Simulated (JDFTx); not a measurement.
Set up this calculation in JDFTx 1.7.0 (patched build), as the native input.

```
Task                                    : single point
Functional                              : GLLB-SC
Potentials or basis                     : PseudoDojo-SR-PBE-0.5-standard
Cutoff                                  : 1088 eV
Density cutoff                          : 8708 eV
k mesh                                  : 8 × 8 × 8
Occupations                             : fixed
Spin                                    : no spin polarisation
SCF threshold on the residual           : 1e-05
Bands                                   : 15
Density cutoff over wavefunction cutoff : 8
Max SCF steps                           : 100
SCF threshold on the energy             : 1e-09 Ha
Solver of the electrons                 : scf
Further solve for the empty bands       : yes
```

The system is GaP.

```
CELL_PARAMETERS angstrom
0.00000 2.72525 2.72525
2.72525 0.00000 2.72525
2.72525 2.72525 0.00000
ATOMIC_POSITIONS crystal
Ga 0.00000 0.00000 0.00000
P 0.75000 0.75000 0.75000
```

These files were run (other wordings do the same):

GaP.in

```
include GaP.lattice
coords-type Lattice
include GaP.ionpos

ion-species pseudo/Ga.upf
ion-species pseudo/P.upf
elec-cutoff 40 320
elec-ex-corr orb-GLLBsc
kpoint-folding 8 8 8
elec-n-bands 15
electronic-SCF nIterations 100 energyDiffThreshold 1e-09 residualThreshold 1e-05
electronic-minimize nIterations 30 energyDiffThreshold 1e-7
converge-empty-states yes
forces-output-coords Cartesian

dump-name run.$VAR
dump End Ecomponents EigStats BandEigs Kpoints Forces ElecDensity Dtot KEdensity
```

GaP.lattice

```
lattice \
    0.0000000000     5.1499761211     5.1499761211 \
    5.1499761211     0.0000000000     5.1499761211 \
    5.1499761211     5.1499761211     0.0000000000
```

GaP.ionpos

```
ion Ga     0.0000000000     0.0000000000     0.0000000000 1
ion P      0.7500000000     0.7500000000     0.7500000000 1
```

Potentials or basis: PseudoDojo-SR-PBE-0.5-standard.

The run is started by

```bash
$ jdftx -c 1 -i GaP.in -o GaP.out
```

It gave:

```
Band gap on the k mesh, Kohn-Sham part alone : 1.50 eV, indirect (least direct gap 1.52 eV)
```

Caveat: the gap lacks the derivative discontinuity; the empty levels aren't tightly converged; a model potential gives levels but no total energy.

Wall time 58 s on 1 thread of AMD EPYC 9R45 96-Core Processor (Zen 5) (shared host), peak memory 0.14 GiB.
